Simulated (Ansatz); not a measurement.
**Si2Ni: band structure with LDA**

The system is Si2Ni.

```
Ni Si
1.0
     0.00000    2.70300    2.70300
     2.70300    0.00000    2.70300
     2.70300    2.70300    0.00000
Ni Si
1 2
Direct
  0.00000 0.00000 0.00000
  0.75000 0.75000 0.75000
  0.25000 0.25000 0.25000
```

```yaml
Program: Ansatz 0.2.0
Task: band structure
Functional: LDA
Potentials_or_basis: all-electron LAPW, scalar-relativistic
Cutoff: 269 eV (chosen from the basis error)
Basis_error_allowed: 0.002 eV/atom
k_mesh: 9 × 9 × 9
Occupations: fermi-dirac, width 0.05 eV
Spin: collinear spin, ferromagnetic start
Starting_moments: "[1.0, 0.0, 0.0] μB"
```

```yaml
Pressure: -4.3 GPa
Band_gap_along_the_path: none (metal or under the smearing width)
Net_moment: 0.00 μB per cell
Absolute_moment: 0.00 μB per cell
```

Levels at the corners of the path, in eV from the Fermi level:
Spin up:
| point | band 19 | band 20 | band 21 | band 22 | band 23 | band 24 |
| --- | --- | --- | --- | --- | --- | --- |
| Γ | -0.42 | 1.72 | 1.72 | 1.72 | 2.25 | 2.25 |
| X | -3.66 | -3.47 | -3.13 | -0.44 | 1.38 | 7.77 |
| W | -3.65 | -3.20 | -2.44 | 2.21 | 2.21 | 4.62 |
| K | -3.47 | -2.94 | -2.64 | 0.18 | 3.62 | 4.69 |
| Γ | -0.42 | 1.72 | 1.72 | 1.72 | 2.25 | 2.25 |
| L | -3.36 | -1.45 | -1.45 | 1.70 | 1.83 | 1.83 |
| U | -3.47 | -2.94 | -2.64 | 0.18 | 3.62 | 4.69 |
| W | -3.65 | -3.20 | -2.44 | 2.21 | 2.21 | 4.62 |
Spin down:
```
point  band 17  band 18  band 19  band 20  band 21  band 22  band 23  band 24  band 25  band 26
    Γ    -3.53    -3.53    -0.42     1.72     1.72     1.72     2.25     2.25     2.25     4.67
    X    -4.51    -3.66    -3.66    -3.47    -3.13    -0.44     1.38     7.77     8.21     8.21
    W    -3.77    -3.77    -3.65    -3.20    -2.44     2.21     2.21     4.62     5.22     8.29
    K    -4.41    -3.85    -3.47    -2.94    -2.64     0.18     3.62     4.69     6.27     8.55
    Γ    -3.53    -3.53    -0.42     1.72     1.72     1.72     2.25     2.25     2.25     4.67
    L    -3.77    -3.36    -3.36    -1.45    -1.45     1.70     1.83     1.83     2.52     9.16
    U    -4.41    -3.85    -3.47    -2.94    -2.64     0.18     3.62     4.69     6.27     8.55
    W    -3.77    -3.77    -3.65    -3.20    -2.44     2.21     2.21     4.62     5.22     8.29
```

Run time: 12 s on 4 threads of Intel(R) Xeon(R) Platinum 8488C (Sapphire Rapids) (shared host), peak memory 0.51 GiB.

Caveat: the starting moments weren't kept.
